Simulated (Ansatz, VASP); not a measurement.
Two plane-wave programs on Si

```
CELL_PARAMETERS angstrom
0.00000 2.73505 2.73505
2.73505 0.00000 2.73505
2.73505 2.73505 0.00000
ATOMIC_POSITIONS crystal
Si 0.25000 0.25000 0.25000
Si 0.00000 0.00000 0.00000
```

Alike in both runs: task single point; functional PBE; k mesh 6 × 6 × 6; no spin polarisation.

```csv
,VASP,Ansatz
version,VASP 6.6.1,Ansatz 0.2.0
potentials or method,"VASP PAW PBE potentials, release 64 (Si)","plane waves, PAW"
plane-wave cutoff (eV),520,420
occupations,"gaussian, width 0.01 eV",fixed
valence electrons in the cell,8,8
```

VASP gave:

| Quantity | Value |
| --- | --- |
| gap on the k mesh at the Fermi level (eV) | 0.75 |
| pressure (GPa) | 0.0 |

Problem. Estimate Ansatz's values.

Solution. gap on the k mesh at the Fermi level (eV): 0.75; pressure (GPa): 0.1.

A k mesh can miss the band edges.
